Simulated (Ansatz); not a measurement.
Runs of Ansatz 0.2.0 on MoS2. The cell holds a slab with vacuum, 6 atoms: a = 3.185 Å, b = 3.185 Å, c = 21.671 Å, α = 90.00°, β = 90.00°, γ = 120.00°. 

| task | level | cell | points for each segment of the path | gap on the mesh (eV) | V0 of scaled cells (Å³/atom) | B0 (GPa) |
| --- | --- | --- | --- | --- | --- | --- |
| equation of state | rPW86-PBE+rVV10 | as given | - | - | (a) | 76 |
| band structure | LDA | as given | 14 | 1.36 | - | - |
| equation of state | PBEsol+D3(BJ) | as given | - | - | (b) | 92 |
| relaxation of cell and atoms | BLYP+D3(BJ) | relaxed | - | 0.71 | - | - |

Alike in all rows: potentials or basis Ansatz PAW; no spin polarisation; k mesh 10 × 10 × 2; cutoff (eV) 420; smearing fermi-dirac 0.05 eV.

Fill in the values left out.

(a) 32.80; (b) 30.54.

Caveats: the cell was scaled at fixed shape and fractional positions, which overstates the stiffness of a crystal with free parameters, most of all of layers and chains (some runs); the PAW data sets come from PBE, with cores solved anew for the run's functional, which leaves a small shift of forces and pressure (some runs); the potentials were made for another functional, which shifts forces and pressure (some runs); the k mesh misses the band edges, so the gap on the mesh is wider than the one along the path (some runs); the volume moved by over 15 % at a fixed basis, so the end points are rough (some runs); the plane-wave basis is chosen anew once the cell has moved, so the energies of steps on either side of that aren't comparable (some runs).

A k mesh can miss the band edges, and the runs leave out spin-orbit coupling on Mo.

Runs at the PBE level aren't shown here.
